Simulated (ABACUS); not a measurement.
The system is SnSe.

```
Sn Se
1.0
    11.42000    0.00000    0.00000
     0.00000    4.19000    0.00000
     0.00000    0.00000    4.46000
Sn Se
4 4
Direct
  0.87700 0.75000 0.90900
  0.62300 0.25000 0.40900
  0.37700 0.75000 0.59100
  0.12300 0.25000 0.09100
  0.64300 0.75000 0.98400
  0.85700 0.25000 0.48400
  0.14300 0.75000 0.51600
  0.35700 0.25000 0.01600
```

- Program: ABACUS 3.10.1
- Task: relaxation of cell and atoms
- Functional: LDA
- Potentials or basis: PseudoDojo NC SR 0.4.1 PBE standard
- Cutoff: 1361 eV
- Density cutoff: 5442 eV
- Basis: DZP LCAO (the cutoffs set its grid)
- k mesh: 2 × 4 × 4
- Occupations: fermi-dirac, width 0.05 eV
- Spin: no spin polarisation

At the start: pressure -0.9 GPa; volume 26.68 Å³/atom.

**Question.** How do energy, volume and symmetry change on relaxing?

**Answer.** Over 14 steps the energy falls by 16.6 meV/atom and the volume is 25.52 Å³/atom (-4.3 %); space group Pnma (No. 62, to 0.05 Å).

The path:
```
step  energy change (eV)  largest force (eV/Å)  pressure (GPa)  volume (Å³)
   1              0.0000                0.3251           -0.88       213.41
   2             -0.0902                0.1708           -0.15       208.66
   3             -0.0904                0.1630           -0.19       208.84
   4             -0.1058                0.1395           -0.05       207.43
   5             -0.1273                0.0733            0.48       203.22
   6             -0.1274                0.0787           -0.60       205.92
   7             -0.1312                0.0392           -0.08       204.59
   8             -0.1320                0.0323           -0.06       204.40
   9             -0.1325                0.0225            0.00       203.98
  10             -0.1328                0.0066            0.06       203.93
  11             -0.1329                0.0071            0.05       203.93
  12             -0.1329                0.0087            0.03       204.02
  13             -0.1329                0.0122           -0.01       204.16
  14             -0.1330                0.0104           -0.01       204.15
```

Final structure:
```
Sn Se
1.0
    11.51233    0.00000    0.00000
     0.00000    4.16841    0.00000
     0.00000    0.00000    4.25427
Sn Se
4 4
Direct
  0.88099 0.75000 0.91586
  0.61901 0.25000 0.41586
  0.38099 0.75000 0.58414
  0.11901 0.25000 0.08414
  0.64126 0.75000 0.97276
  0.85874 0.25000 0.47276
  0.14126 0.75000 0.52724
  0.35874 0.25000 0.02724
```

Caveat: the k mesh is coarse (spacing up to 0.37 Å⁻¹), so the values aren't converged; the atomic orbitals were generated for these runs and aren't a published set; the potentials were made for another functional, which shifts forces and pressure; the basis of atomic orbitals isn't converged, which shifts pressures, moduli and gaps.
